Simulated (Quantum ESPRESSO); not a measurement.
# BaTiO3 (R3m) in Quantum ESPRESSO: further runs, part 2 of 2

Quantum ESPRESSO 7.5.

**3. Phonons, LDA**

Input file pw.in:

```
&CONTROL
  calculation = 'scf'
  prefix = 'pwscf'
  outdir = './tmp'
  pseudo_dir = './pseudo'
  tprnfor = .true.
  tstress = .true.
  disk_io = 'low'
/
&SYSTEM
  ibrav = 0
  celldm(1) = 8
  nat = 5
  ntyp = 3
  ecutwfc = 84
  nbnd = 28
  occupations = 'smearing'
  smearing = 'fd'
  degauss = 0.00367493
/
&ELECTRONS
  conv_thr = 1d-09
  electron_maxstep = 120
  mixing_beta = 0.5
/
ATOMIC_SPECIES
Ba   137.3270 Ba.upf
Ti    47.8670 Ti.upf
O     15.9990 O.upf
CELL_PARAMETERS alat
  0.6678685679735   0.3855940974892   0.5476410939078
 -0.6678685679735   0.3855940974892   0.5476410939078
  0.0000000000000  -0.7711881950020   0.5476410939078
ATOMIC_POSITIONS crystal
Ba     0.0000000000    0.0000000000    0.0000000000
Ti     0.4845000000    0.4845000000    0.4845000000
O      0.5086000000    0.0175000000    0.5086000000
O      0.0175000000    0.5086000000    0.5086000000
O      0.5086000000    0.5086000000    0.0175000000
K_POINTS automatic
2 2 2 1 1 1
```

Input file relax.in:

```
&CONTROL
  calculation = 'relax'
  prefix = 'pwscf'
  outdir = './tmp'
  pseudo_dir = './pseudo'
  tprnfor = .true.
  tstress = .true.
  disk_io = 'low'
  nstep = 40
  forc_conv_thr = 0.0001
  etot_conv_thr = 1d-06
/
&SYSTEM
  ibrav = 0
  celldm(1) = 8
  nat = 5
  ntyp = 3
  ecutwfc = 84
  nbnd = 28
  occupations = 'smearing'
  smearing = 'fd'
  degauss = 0.00367493
/
&ELECTRONS
  conv_thr = 1d-09
  electron_maxstep = 120
  mixing_beta = 0.5
/
&IONS
  ion_dynamics = 'bfgs'
/
ATOMIC_SPECIES
Ba   137.3270 Ba.upf
Ti    47.8670 Ti.upf
O     15.9990 O.upf
CELL_PARAMETERS alat
  0.6678685679735   0.3855940974892   0.5476410939078
 -0.6678685679735   0.3855940974892   0.5476410939078
  0.0000000000000  -0.7711881950020   0.5476410939078
ATOMIC_POSITIONS crystal
Ba     0.0000000000    0.0000000000    0.0000000000
Ti     0.4845000000    0.4845000000    0.4845000000
O      0.5086000000    0.0175000000    0.5086000000
O      0.0175000000    0.5086000000    0.5086000000
O      0.5086000000    0.5086000000    0.0175000000
K_POINTS automatic
2 2 2 1 1 1
```

Input file scf2.in:

```
&CONTROL
  calculation = 'scf'
  prefix = 'pwscf'
  outdir = './tmp'
  pseudo_dir = './pseudo'
  tprnfor = .true.
  tstress = .true.
  disk_io = 'low'
/
&SYSTEM
  ibrav = 0
  celldm(1) = 8
  nat = 5
  ntyp = 3
  ecutwfc = 84
  nbnd = 28
  occupations = 'fixed'
/
&ELECTRONS
  conv_thr = 1d-13
  electron_maxstep = 120
  mixing_beta = 0.5
  startingpot = 'file'
  startingwfc = 'file'
/
ATOMIC_SPECIES
Ba   137.3270 Ba.upf
Ti    47.8670 Ti.upf
O     15.9990 O.upf
CELL_PARAMETERS alat
  0.6678685679686   0.3855940974960   0.5476410939106
 -0.6678685679686   0.3855940974960   0.5476410939106
 -0.0000000000000  -0.7711881950038   0.5476410939023
ATOMIC_POSITIONS crystal
Ba     0.0038439090    0.0038439090    0.0038439090
Ti     0.5038300200    0.5038300200    0.5038300200
O      0.5038382859    0.0038494993    0.5038382859
O      0.0038494993    0.5038382859    0.5038382859
O      0.5038382859    0.5038382859    0.0038494993
K_POINTS automatic
2 2 2 1 1 1
```

Input file ph.in:

```
phonons of BaTiO3
&INPUTPH
  prefix = 'pwscf'
  outdir = './tmp'
  tr2_ph = 1d-18
  fildyn = 'dyn'
  niter_ph = 90
  alpha_mix(1) = 0.7
/
0.0021177727 0.0036680900 0.9130067220
```

Potentials or basis: PseudoDojo 0.4.1 SR LDA standard.

Launch:

```console
OMP_NUM_THREADS=1 pw.x -in pw.in > pw.out
OMP_NUM_THREADS=1 pw.x -in relax.in > relax.out
OMP_NUM_THREADS=1 pw.x -in scf2.in > scf2.out
OMP_NUM_THREADS=1 ph.x -in ph.in > ph.out
```

pw.out:

```text
This program is part of the open-source Quantum ESPRESSO suite
     for quantum simulation of materials; please cite
[... 9 lines left out ...]
     --------------------
     sticks:   dense  smooth     PW     G-vecs:    dense   smooth      PW
     Sum        1533    1533    421                45067    45067    6367

     Using Slab Decomposition

     bravais-lattice index     =            0
     lattice parameter (alat)  =       8.0000  a.u.
     unit-cell volume          =     433.2501 (a.u.)^3
     number of atoms/cell      =            5
     number of atomic types    =            3
     number of electrons       =        40.00
     number of Kohn-Sham states=           28
     kinetic-energy cutoff     =      84.0000  Ry
     charge density cutoff     =     336.0000  Ry
     scf convergence threshold =      1.0E-09
     mixing beta               =       0.5000
     number of iterations used =            8  plain     mixing
     Exchange-correlation= SLA  PW   NOGX NOGC
                           (   1   4   0   0   0   0   0)

     celldm(1)=   8.000000  celldm(2)=   0.000000  celldm(3)=   0.000000
     celldm(4)=   0.000000  celldm(5)=   0.000000  celldm(6)=   0.000000

     crystal axes: (cart. coord. in units of alat)
               a(1) = (   0.667869   0.385594   0.547641 )
               a(2) = (  -0.667869   0.385594   0.547641 )
               a(3) = (   0.000000  -0.771188   0.547641 )

     reciprocal axes: (cart. coord. in units 2 pi/alat)
               b(1) = (  0.748650  0.432233  0.608671 )
               b(2) = ( -0.748650  0.432233  0.608671 )
[... 65 lines left out ...]
     Self-consistent Calculation

     iteration #  1     ecut=    84.00 Ry     beta= 0.50
     Davidson diagonalization with overlap
     ethr =  1.00E-02,  avg # of iterations =  7.0

     total energy              =    -274.11139564 Ry
     estimated scf accuracy    <       1.70464621 Ry
[... 71 lines left out ...]
     iteration # 12     ecut=    84.00 Ry     beta= 0.50
     Davidson diagonalization with overlap
     ethr =  5.65E-12,  avg # of iterations =  2.0

     End of self-consistent calculation

          k = 0.0000 0.0000 0.4565 (  5632 PWs)   bands (ev):

   -45.5117 -22.1452 -22.1452 -22.1413 -14.6416  -6.2817  -5.6999  -5.6999
    -0.0787  -0.0787   0.5071   6.3534   7.0186   7.0186   7.4030   7.6259
     7.6259   9.2267   9.2267   9.4016  13.5770  13.5803  13.5803  16.3679
    16.3679  17.4033  17.4033  18.0943

          k = 0.0000 0.4322 0.1522 (  5633 PWs)   bands (ev):

   -45.5117 -22.1467 -22.1452 -22.1399 -14.6407  -6.2822  -5.7050  -5.7001
    -0.0765  -0.0765   0.5214   6.2903   6.8463   7.0388   7.5146   7.6079
     7.7369   9.2204   9.3204   9.3884  13.3782  13.5974  13.6303  16.3643
    16.4171  17.3533  17.3801  18.0791

     the Fermi energy is    11.5280 ev

!    total energy              =    -274.80870265 Ry
     estimated scf accuracy    <          3.3E-10 Ry
     smearing contrib. (-TS)   =       0.00000000 Ry
     internal energy E=F+TS    =    -274.80870265 Ry

     The total energy is F=E-TS. E is the sum of the following terms:
     one-electron contribution =     -72.91225341 Ry
     hartree contribution      =      60.08974055 Ry
     xc contribution           =     -55.51279233 Ry
     ewald contribution        =    -206.47339746 Ry

     convergence has been achieved in  12 iterations

     Forces acting on atoms (cartesian axes, Ry/au):

     atom    1 type  1   force =    -0.00000000   -0.00000000   -0.00642766
     atom    2 type  2   force =     0.00000000    0.00000000    0.05438583
     atom    3 type  3   force =    -0.00154959    0.00089465   -0.01598606
     atom    4 type  3   force =     0.00154959    0.00089465   -0.01598606
     atom    5 type  3   force =     0.00000000   -0.00178931   -0.01598606

     Total force =     0.061444     Total SCF correction =     0.000021

     Computing stress (Cartesian axis) and pressure

          total   stress  (Ry/bohr**3)                   (kbar)     P=      -58.13
  -0.00040108  -0.00000000   0.00000000          -59.00       -0.00        0.00
  -0.00000000  -0.00040108  -0.00000000           -0.00      -59.00       -0.00
  -0.00000000  -0.00000000  -0.00038326           -0.00       -0.00      -56.38

=------------------------------------------------------------------------------=
   JOB DONE.
=------------------------------------------------------------------------------=
```

relax.out:

```text
This program is part of the open-source Quantum ESPRESSO suite
     for quantum simulation of materials; please cite
[... 9 lines left out ...]
     --------------------
     sticks:   dense  smooth     PW     G-vecs:    dense   smooth      PW
     Sum        1533    1533    421                45067    45067    6367

[... 375 lines left out ...]
O                0.5038382859        0.0038494993        0.5038382859
O                0.0038494993        0.5038382859        0.5038382859
O                0.5038382859        0.5038382859        0.0038494993
End final coordinates

=------------------------------------------------------------------------------=
   JOB DONE.
=------------------------------------------------------------------------------=
```

scf2.out:

```text
This program is part of the open-source Quantum ESPRESSO suite
     for quantum simulation of materials; please cite
[... 9 lines left out ...]
     --------------------
     sticks:   dense  smooth     PW     G-vecs:    dense   smooth      PW
     Sum        1533    1533    421                45067    45067    6367
[... 168 lines left out ...]
  -0.00060860   0.00000000   0.00000000          -89.53        0.00        0.00
  -0.00000000  -0.00060860   0.00000000           -0.00      -89.53        0.00
  -0.00000000   0.00000000  -0.00068246           -0.00        0.00     -100.39

=------------------------------------------------------------------------------=
   JOB DONE.
=------------------------------------------------------------------------------=
```

Run time: 24 min. Hardware: 1 thread of Arm Neoverse V2, shared host; peak memory 0.09 GiB.

What came out:

| Property | Result |
| --- | --- |
| Free energy | -3739.0692 eV |
| Pressure after relaxing | -9.3 GPa |
| Highest phonon frequency at the q point run | 706 cm⁻¹ |

The path:
```csv
step,energy change (eV),largest force (eV/Å),pressure (GPa)
1,0.0000,1.3983,-5.81
2,-0.0439,0.9875,-6.80
3,-0.0757,0.5614,-7.74
4,-0.0956,0.1847,-8.77
5,-0.0989,0.1645,-9.00
6,-0.1032,0.1162,-9.22
7,-0.1059,0.0646,-9.31
8,-0.1061,0.0471,-9.31
9,-0.1062,0.0284,-9.31
10,-0.1063,0.0201,-9.31
11,-0.1064,0.0120,-9.31
12,-0.1064,0.0037,-9.31
13,-0.1064,0.0004,-9.31
```

Final structure:
```
CELL_PARAMETERS angstrom
2.82737 1.63238 2.31839
-2.82737 1.63238 2.31839
0.00000 -3.26476 2.31839
ATOMIC_POSITIONS crystal
Ba 0.00384 0.00384 0.00384
Ti 0.50383 0.50383 0.50383
O 0.50384 0.00385 0.50384
O 0.00385 0.50384 0.50384
O 0.50384 0.50384 0.00385
```

Levels at points of the mesh, in eV from the valence-band top:
| k point | band 15 | band 16 | band 17 | band 18 | band 19 | band 20 | band 21 | band 22 | band 23 | band 24 |
| --- | --- | --- | --- | --- | --- | --- | --- | --- | --- | --- |
| (0.25, 0.25, 0.25) | -1.97 | -1.76 | -1.76 | -0.11 | -0.11 | 0.00 | 3.90 | 3.90 | 3.90 | 6.72 |

Phonon frequencies in cm⁻¹ (negative: imaginary):
```
              q point                                                  frequencies
(0.503, 0.500, 0.497)  118 120 120 192 192 194 352 352 390 390 390 427 427 427 706
```

Caveat: the k mesh is coarse (spacing up to 0.78 Å⁻¹), so the values aren't converged; this release of the barium file is off; the cell is more than 3 GPa from zero pressure, which shifts response properties; the cell relaxed to another space group than the one typed. The run has no spin-orbit coupling, so splittings on Ba are missing.
